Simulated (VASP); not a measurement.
# W (Im-3m) in VASP: relaxation of cell and atoms with PBE

Aim: the relaxation of cell and atoms of W with PBE.

Everything below comes from runs of VASP 6.6.1. Logs are shortened: lines on timing, memory, paths and dates and some standing lists are left out, and cuts for length are marked.

### 1 Starting point

Symmetry: Im-3m, No. 229, cubic system. The conventional cell has a = 3.180 Å, b = 3.180 Å, c = 3.180 Å, α = 90.00°, β = 90.00°, γ = 90.00°. W (site symmetry m-3m) has 8 W at 2.75 Å as nearest neighbours.

The cell was built by a generator and needn't be a form met in nature.

### 2 Relaxation of cell and atoms, PBE

The input, INCAR:

```
  PREC = Accurate
  ENCUT = 600
  EDIFF = 1E-6
  ISMEAR = 1
  SIGMA = 0.2
  LREAL = False
  LASPH = True
  NELM = 60
  ALGO = Fast
  ISIF = 3
  LWAVE = False
  LCHARG = False
  GGA = PE
  IBRION = 2
  NSW = 60
  EDIFFG = -0.01
  KPAR = 4
```

The input, KPOINTS:

```
regular mesh
0
Gamma
  12 12 12
```

The input, POSCAR:

```
W
1.0
   -1.5900000000      1.5900000000      1.5900000000
    1.5900000000     -1.5900000000      1.5900000000
    1.5900000000      1.5900000000     -1.5900000000
W
1
Direct
    0.0000000000      0.0000000000      0.0000000000
```

Potentials or basis: VASP PAW PBE potentials, release 64 (W_sv).

The run is started by

```bash
$ cat potpaw_PBE.64/W_sv/POTCAR > POTCAR
$ mpirun -np 4 vasp_std > vasp.out
```

OUTCAR:

```text
PREC = Accurate
   ENCUT = 600
   EDIFF = 1E-6
   ISMEAR = 1
   LREAL = False
   LASPH = True
   NELM = 60
   ISIF = 3
   GGA = PE
   IBRION = 2
   NSW = 60
   EDIFFG = -0.01

 ion  position               nearest neighbor table
   1  0.000  0.000  0.000-

  LATTYP: Found a body centered cubic cell.
 ALAT       =     3.1800000000

  Lattice vectors:

 A1 = (  -1.5900000000,   1.5900000000,   1.5900000000)
 A2 = (   1.5900000000,  -1.5900000000,   1.5900000000)
 A3 = (   1.5900000000,   1.5900000000,  -1.5900000000)

Analysis of symmetry for initial positions (statically):
=====================================================================
 Subroutine PRICEL returns:
 Original cell was already a primitive cell.

 Routine SETGRP: Setting up the symmetry group for a
 body centered cubic supercell.

 Subroutine GETGRP returns: Found 48 space group operations
 (whereof 48 operations were pure point group operations)
 out of a pool of 48 trial point group operations.

The static configuration has the point symmetry O_h .

Analysis of symmetry for dynamics (positions and initial velocities):
=====================================================================
 Subroutine PRICEL returns:
 Original cell was already a primitive cell.

 Routine SETGRP: Setting up the symmetry group for a
 body centered cubic supercell.

 Subroutine GETGRP returns: Found 48 space group operations
 (whereof 48 operations were pure point group operations)
 out of a pool of 48 trial point group operations.

The dynamic configuration has the point symmetry O_h .

 Subroutine INISYM returns: Found 48 space group operations
 (whereof 48 operations are pure point group operations),
 and found     1 'primitive' translations

----------------------------------------------------------------------------------------

                                     Primitive cell

  volume of cell :      16.0787

  direct lattice vectors                    reciprocal lattice vectors
    -1.590000000  1.590000000  1.590000000     0.000000000  0.314465409  0.314465409
     1.590000000 -1.590000000  1.590000000     0.314465409  0.000000000  0.314465409
     1.590000000  1.590000000 -1.590000000     0.314465409  0.314465409  0.000000000

  length of vectors
     2.753960784  2.753960784  2.753960784     0.444721246  0.444721246  0.444721246

  position of ions in fractional coordinates (direct lattice)
     0.000000000  0.000000000  0.000000000

  ion indices of the primitive-cell ions
   primitive index   ion index
                 1           1

----------------------------------------------------------------------------------------

 KPOINTS: regular mesh

Automatic generation of k-mesh.
 Grid dimensions read from file:
 generate k-points for:   12   12   12

 Generating k-lattice:

  Cartesian coordinates                     Fractional coordinates (reciprocal lattice)
     0.000000000  0.026205451  0.026205451     0.083333333  0.000000000  0.000000000
     0.026205451  0.000000000  0.026205451     0.000000000  0.083333333  0.000000000
     0.026205451  0.026205451  0.000000000     0.000000000  0.000000000  0.083333333

  Length of vectors
     0.037060104  0.037060104  0.037060104

  Shift w.r.t. Gamma in fractional coordinates (k-lattice)
     0.000000000  0.000000000  0.000000000

 Subroutine IBZKPT returns following result:
 ===========================================

 Found     72 irreducible k-points:

 Following reciprocal coordinates:
            Coordinates               Weight
  0.000000  0.000000  0.000000      1.000000
  0.083333  0.000000  0.000000     12.000000
  0.166667  0.000000  0.000000     12.000000
  0.250000  0.000000  0.000000     12.000000
  0.333333  0.000000  0.000000     12.000000
  0.416667  0.000000  0.000000     12.000000
[... 16 lines left out ...]
  0.333333  0.083333  0.083333     24.000000
  0.416667  0.083333  0.083333     12.000000
 [... further k-points ...]
   k-points           NKPTS =     72   k-points in BZ     NKDIM =     72   number of bands    NBANDS=     11
   number of dos      NEDOS =    301   number of ions     NIONS =      1
   total plane-waves  NPLWV =  13824
   dimension x,y,z NGX =    24 NGY =   24 NGZ =   24
   dimension x,y,z NGXF=    48 NGYF=   48 NGZF=   48
   ions per type =               1
   NGX,Y,Z   is equivalent  to a cutoff of  14.49, 14.49, 14.49 a.u.
   NGXF,Y,Z  is equivalent  to a cutoff of  28.98, 28.98, 28.98 a.u.
 SYSTEM =  unknown system
   PREC   = accura    normal or accurate (medium, high low for compatibility)
   ISTART =      0    job   : 0-new  1-cont  2-samecut
   ICHARG =      2    charge: 1-file 2-atom 10-const
   ISPIN  =      1    spin polarized calculation?
   LNONCOLLINEAR =      F non collinear calculations
   LSORBIT =      F    spin-orbit coupling
   LASPH  =      T    aspherical Exc in radial PAW
   ENCUT  =  600.0 eV  44.10 Ry    6.64 a.u.   5.50  5.50  5.50*2*pi/ulx,y,z
   NELM   =     60;   NELMIN=  2; NELMDL= -5     # of ELM steps
   EDIFF  = 0.1E-05   stopping-criterion for ELM
   LREAL  =      F    real-space projection
   EDIFFG = -.1E-01   stopping-criterion for IOM
   NSW    =     60    number of steps for IOM
   IBRION =      2    ionic relax: 0-MD 1-quasi-New 2-CG
   NFREE  =      1    steps in history (QN), initial steepest desc. (CG)
   ISIF   =      3    stress and relaxation
   ISYM   =      2    0-nonsym 1-usesym 2-fastsym
   POTIM  = 0.5000    time-step for ionic-motion
   TEBEG  =    0.0;   TEEND  =   0.0 temperature during run
   PSTRESS=    0.0 pullay stress
   NELECT =      14.0000    total number of electrons
   NUPDOWN=      -1.0000    fix difference up-down
   EMIN   =  10.00;   EMAX   =-10.00  energy-range for DOS
   EFERMI =   0.00;   METHOD = LEGACY
   ISMEAR =     1;   SIGMA  =   0.20  broadening in eV -4-tet -1-fermi 0-gaus
   EFERMI_NEDOS =   21; number of points for ismear=-14 and -15
   IALGO  =     68    algorithm
   IMIX   =      4    mixing-type and parameters
     AMIX     =   0.40;   BMIX     =  1.00
     AMIX_MAG =   1.60;   BMIX_MAG =  1.00
  volume/ion in A,a.u.               =      16.08       108.50
  Fermi-wavevector in a.u.,A,eV,Ry     =   1.563269  2.954150 33.250054  2.443810
  Thomas-Fermi vector in A             =   2.666065
   LORBIT       =      0    0 simple, 1 ext, 2 COOP (PROOUT), +10 PAW based schemes
   GGA     = PE    functional components
   LHFCALC =     F    Hartree Fock is set to
   AEXX    =    0.0000 exact exchange contribution
   IVDW    =     0    specifies the selected vdW correction
   LEPSILON=     F    determine dielectric tensor
   LRPA    =     F    only Hartree local field effects (RPA)
 conjugate gradient relaxation of ions
 non-spin polarized calculation
 RMM-DIIS sequential band-by-band and
 Methfessel and Paxton  Order N= 1 SIGMA  =   0.20
  energy-cutoff  :      600.00
  volume of cell :       16.08
 maximum number of plane-waves:       555
 NGX is ok and might be reduce to    24
   NGX = 11   NGY = 11   NGZ = 11

--------------------------------------- Ionic step        1  -------------------------------------------

 number of electron      14.0000002 magnetization

 Free energy of the ion-electron system (eV)
  ---------------------------------------------------
  ext. energy  EPLUGINS =         0.00000000
  ---------------------------------------------------
  free energy    TOTEN  =       -12.95505333 eV

  energy without entropy =      -12.95426539  energy(sigma->0) =      -12.95479069

------------------------ aborting loop because EDIFF is reached ----------------------------------------

  FORCE on cell =-STRESS in cart. coord.  units (eV):
  Direction    XX          YY          ZZ          XY          YZ          ZX
  --------------------------------------------------------------------------------------
  -------------------------------------------------------------------------------------
  Total        0.1811468      0.1811468      0.1811468      0.0000000     -0.0000000      0.0000000
  in kB       18.0505285     18.0505285     18.0505285      0.0000000     -0.0000000      0.0000000
  external PRESSURE =      18.0505285 kB  Pullay stress =       0.0000000 kB
[... 55 lines left out ...]
  energy  without entropy=      -12.9494856609  energy(sigma->0) =      -12.94952084

--------------------------------------- Ionic step        3  -------------------------------------------

 number of electron      14.0000002 magnetization

 Free energy of the ion-electron system (eV)
  ---------------------------------------------------
  ext. energy  EPLUGINS =         0.00000000
  ---------------------------------------------------
  free energy    TOTEN  =       -12.95561700 eV

  energy without entropy =      -12.95499684  energy(sigma->0) =      -12.95541028

 E-fermi :  11.0518     XC(G=0): -13.5273

 val. band max:       11.0340970517   @ k =  -0.2500   0.3333   0.1667
 cond. band min:      11.0796545805   @ k =  -0.1667   0.1667   0.0833
 fundamental gap:      0.0455575288
 Fermi energy:        11.0518181091

 k-point     1 :       0.0000    0.0000    0.0000
  band No.  band energies     occupation
      1     -63.0675      2.00000
      2     -26.6574      2.00000
      3     -26.6574      2.00000
      4     -26.6574      2.00000
      5       1.6282      2.00000
      6       9.9530      2.00000
      7       9.9530      2.00000
      8       9.9530      2.00000
      9      13.3618     -0.00000
     10      13.3618     -0.00000
     11      25.6235      0.00000
[... 309 lines left out ...]
 k-point    24 :       0.4167    0.0833    0.0833
  band No.  band energies     occupation
      1     -62.9429      2.00000
      2     -27.7814      2.00000
      3     -27.1049      2.00000
      4     -26.7441      2.00000
      5       5.6531      2.00000
      6       7.6331      2.00000
      7      10.8337      2.06429
      8      13.4852     -0.00000
      9      14.2362     -0.00000
     10      18.3736      0.00000
     11      20.8018      0.00000

 [... further k-points ...]

------------------------ aborting loop because EDIFF is reached ----------------------------------------

  FORCE on cell =-STRESS in cart. coord.  units (eV):
  Direction    XX          YY          ZZ          XY          YZ          ZX
  --------------------------------------------------------------------------------------
  -------------------------------------------------------------------------------------
  Total        0.0010979      0.0010979      0.0010979     -0.0000000     -0.0000000      0.0000000
  in kB        0.1087451      0.1087451      0.1087451     -0.0000000     -0.0000000      0.0000000
  external PRESSURE =       0.1087451 kB  Pullay stress =       0.0000000 kB
[... 16 lines left out ...]
  FREE ENERGIE OF THE ION-ELECTRON SYSTEM (eV)
  ---------------------------------------------------
  free  energy   TOTEN  =       -12.9556170047 eV

  energy  without entropy=      -12.9549968391  energy(sigma->0) =      -12.95541028

 reached required accuracy - stopping structural energy minimisation
```

It took 8.1 s on 4 MPI ranks of Intel Xeon Platinum 8488C (Sapphire Rapids), shared host; peak memory 0.14 GiB.

Results:

- Free energy: -12.9556 eV
- Relaxed volume: 16.18 Å³/atom
- Relaxed cell: a = 2.760 Å, b = 2.760 Å, c = 2.760 Å, α = 109.47°, β = 109.47°, γ = 109.47°
- Space group after relaxing (to 0.05 Å): Im-3m (No. 229)
- Energy gained by relaxing: 0.6 meV/atom
- Ionic steps: 3
- Pressure after relaxing: 0.0 GPa
- Band gap on the k mesh: none (metal or under the smearing width)

Step by step:
```
step  energy change (eV)  largest force (eV/Å)  pressure (GPa)  volume (Å³)
   1              0.0000                0.0000            1.81        16.08
   2              0.0055                0.0000           -5.84        16.50
   3             -0.0006                0.0000            0.01        16.18
```

Final structure:
```cif
data_structure
_symmetry_space_group_name_H-M 'P 1'
_symmetry_Int_Tables_number 1
_cell_length_a 2.7595
_cell_length_b 2.7595
_cell_length_c 2.7595
_cell_angle_alpha 109.471
_cell_angle_beta 109.471
_cell_angle_gamma 109.471
_cell_volume 16.18
loop_
_atom_site_label
_atom_site_type_symbol
_atom_site_fract_x
_atom_site_fract_y
_atom_site_fract_z
_atom_site_occupancy
W1 W 0.00000 0.00000 0.00000 1
```

Levels at points of the mesh, in eV from the Fermi level:
```csv
k point,band 5,band 6,band 7,band 8,band 9,band 10
"(0.00, 0.00, 0.00)",-9.42,-1.10,-1.10,-1.10,2.31,2.31
"(0.50, 0.00, 0.00)",-6.05,-3.37,0.71,2.19,3.15,6.07
"(0.50, 0.50, 0.50)",-5.57,-5.57,5.12,5.12,5.12,8.18
```

The run has no spin-orbit coupling, so splittings on W are missing.
